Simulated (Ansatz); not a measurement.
Ru:

```
Ru
1.0
     2.70580    0.00000    0.00000
    -1.35290    2.34329    0.00000
     0.00000    0.00000    4.28190
Ru
2
Direct
  0.66667 0.33333 0.75000
  0.33333 0.66667 0.25000
```

Below is the output of Ansatz 0.2.0 for this cell. Logs are shortened: lines on timing, memory, paths and dates and some standing lists are left out, and cuts for length are marked.

```text
Warning: RAYON_NUM_THREADS=2 ignored (pool sized by the plan → 2); use --threads N
Engine: ansatz 0.2.0, x86_64-unknown-linux-gnu
Pseudopotentials: kind: paw
Pseudopotential: Ru, paw, valence charge 16, recommended cutoff 420 eV (normal), Ru.paw.azcp
Functional definition: PBE
  parameter kappa = 0.804
  parameter beta = 0.06672455060314922
  exchange = pbe_x(kappa = kappa, mu = beta*pi^2/3)
  correlation = pbe_c(beta = beta)
Crystal: 2 atoms, lattice volume = 27.149 Å³
Basis set: ecut = 420 eV, 537 PW (Γ), exchange–correlation on 40×40×60 points (8 copies of the dense FFT grid, shifted against one another)
Bands: 20, of which v1, the nominal top of the filled ones, is band 16 counted from 1 (15 counted from 0)
Symmetry: 24 space group operations
Space group: P63/mmc (ITA 194), of the structure as read, at distance tolerance 3.0e-5 Å
k-points: 64 of 726
Non-local potential: Ru, projectors of the file, l = 0: 3, l = 1: 2, l = 2: 2, l = 3: 1
PAW form: soft (Blöchl's): semilocal exchange-correlation on the pseudo side does not see the compensation charge
PAW one-centre angular grid: Ru, 590 points (default); XC on 64 Gauss nodes
Initial density: superposition of atomic densities (neutral atoms: chi_scale 0, normalization atom), corrected by the library's trained network
Initial wavefunctions: pseudopotential atomic-orbital guess
Functional: x = pbe(κ = 0.804, μ = 0.2195149727645171), c = pbe(β = 0.06672455060314922)
SCF iter   1: F=—  HF=-11757.355213 eV  |F-HF|=—  |Δ(HF+E_count)|=         —  Δρ=6.49e-3  dr2=2.27e-3  ethr=1.77e-3  ⟨swp⟩=5.6  Hψ=5156  notcnv=0
preconditioner: auto → none  [insulator: Δε(μ)=0.034 eV  Ē_g=5.825 eV  σ=0.011 eV  W_gap=0.55  n_scr=8 (ndim 8)  ℏωp=28.5 eV  f_vac=0.000  D(μ)=8.79/eV (n_scr^D=196)  ε∞_Penn≈25.0]
SCF iter   2: F=—  HF=-11757.358043 eV  |F-HF|=—  |Δ(HF+E_count)|=   2.83e-3  Δρ=3.39e-3  dr2=6.10e-4  ethr=7.08e-6  ⟨swp⟩=2.0  Hψ=3052  notcnv=0  defer=20
SCF iter   3: F=—  HF=-11757.358920 eV  |F-HF|=—  |Δ(HF+E_count)|=   8.77e-4  Δρ=1.68e-4  dr2=2.23e-6  ethr=1.91e-6  ⟨swp⟩=2.0  Hψ=2008  notcnv=0  defer=20
SCF iter   4: F=—  HF=-11757.358883 eV  |F-HF|=—  |Δ(HF+E_count)|=   3.69e-5  Δρ=6.40e-5  dr2=3.26e-7  ethr=6.97e-9  ⟨swp⟩=2.0  Hψ=2289  notcnv=0  defer=20
iter 5 did not close the SCF: its close was put off for the readings that it lacked (scf_convergence_deferred on its scf_iter line)
SCF iter   5: F=-11757.358883 eV  HF=-11757.358883 eV  |F-HF|=3.27e-8  |Δ(HF+E_count)|=   7.18e-8  Δρ=2.91e-5  dr2=4.18e-8  ethr=1.02e-9  ⟨swp⟩=2.0  Hψ=2051  notcnv=0  defer=20
SCF iter   6: F=-11757.358883 eV  HF=-11757.358883 eV  |F-HF|=1.62e-10  |Δ(HF+E_count)|=   3.50e-8  Δρ=1.27e-6  dr2=2.03e-10  ethr=1.31e-10  ⟨swp⟩=2.9  Hψ=4725  notcnv=0
SCF 1 converged in 6 iterations: F = -11757.358883 eV  dr2 = 2.03e-10
  greatest PAW one-centre occupation: 0.998 electrons in one spin orbital (limit 2), on the Ru atom at site 1 (counted from 0), in its partial waves of l = 0
SCF converged after 6 iterations
Free energy (F): -11757.358883 eV
Harris-Foulkes:  -11757.358883 eV  (|F-HF|=1.62e-10)
Internal energy: -11757.358345 eV  (E = F + TS)
E sigma→0 (E₀):  -11757.358614 eV
Entropy (-TS):   -0.000538 eV (-0.269 meV/atom)
Fermi energy:    23.479396 eV
--- Per-component energies (eV) ---
  E_band       = -105.827657
  E_kinetic    = 1028.940767
  E_local      = -2515.318808  (includes V_loc(G=0)·N_el)
  E_nonlocal   = 685.940433
  E_hartree    = 808.378834
  E_xc         = -381.452157
  E_vxc        = -478.942470  (∫ρ·V_xc dr)
  E_paw        = -6921.391754  (= ΣΔE_a)
  E_vpaw       = -443.204178  (= ΣTr[D̂ρ^β])
  E_aug_tail   = -0.000389  (compensation charges beyond the density's cutoff)
  E_ewald      = -4462.455271
  E_smearing   = -0.000538  (= −TS)
  E_closure    = 0.000000  (closes the sum)
  Σ components = -11757.358883   (vs F -11757.358883, Δ=0.00e0)
--- Forces (eV/Å), atoms counted from 1 ---
  atom   1  Ru    -0.00000000     0.00000000    -0.00000000
  atom   2  Ru    -0.00000000    -0.00000000     0.00000000
  max |Σ_I F_I| component: 9.25e-18 eV/Å
--- Stress (GPa, compression-positive) ---
        4.421139       0.000000      -0.000000
        0.000000       4.421139      -0.000000
       -0.000000      -0.000000       4.655061
  P = ⅓ Tr σ = 4.4991 GPa (44.991 kbar)
--- Band table (eV; the first three rows and the last of 64) ---
  k-point 0: bands = ["-49.6028", "-49.3974", "-20.0926", "-19.1564", "-19.1564", "-18.9858", "-18.9858", "-18.9447", "15.5420", "17.3248", "20.9323", "20.9323", "21.1074", "21.6144", "21.6144", "22.1395", "22.1395", "24.7158", "24.7158", "24.8187"]
  k-point 1: bands = ["-49.5892", "-49.4114", "-20.0190", "-19.1450", "-19.1450", "-19.0253", "-18.9973", "-18.9973", "15.8491", "17.4242", "20.7807", "20.7807", "20.9591", "21.4402", "21.4402", "22.5327", "22.5327", "23.8622", "24.7223", "24.7223"]
  k-point 2: bands = ["-49.5521", "-49.4494", "-19.8157", "-19.2424", "-19.1140", "-19.1140", "-19.0287", "-19.0287", "16.6556", "17.6157", "20.6591", "20.6591", "20.6703", "21.0748", "21.0748", "22.0717", "23.3110", "23.3110", "24.5720", "24.5720"]
  k-point 63: bands = ["-49.3822", "-49.3822", "-19.8667", "-19.8667", "-19.5598", "-19.5598", "-19.1445", "-19.1445", "18.6416", "18.6416", "19.5437", "19.5437", "20.8077", "20.8077", "22.4334", "22.4334", "24.8136", "24.8136", "31.2906", "31.2906"]
```

Task: What input gives this log?

Result: Single point with PBE, no spin polarisation. The files as run (others can give the same):

input.yaml
```yaml
crystal:
  lattice:
    - [2.7058, 0.0, 0.0]
    - [-1.3529, 2.3432915376, 0.0]
    - [0.0, 0.0, 4.2819]
  atoms:
    - { symbol: Ru, position: [0.6666666667, 0.3333333333, 0.75] }
    - { symbol: Ru, position: [0.3333333333, 0.6666666667, 0.25] }
hamiltonian:
  xc: pbe
  pseudopotentials: { kind: paw }
kpoints:
  mp_grid: { grid: [11, 11, 6] }
scf:
  occupations: { method: gaussian, width: 0.011 }
output:
  forces: true
  stress: true
  eigenvalues: true
```

Potentials or basis: Ansatz PAW.
Launch:
```sh
$ ansatz run input.yaml --threads 2 --pin off --max-ram 5632MiB --backend cpu --events-out ev --progress --plain --runs-dir out
```
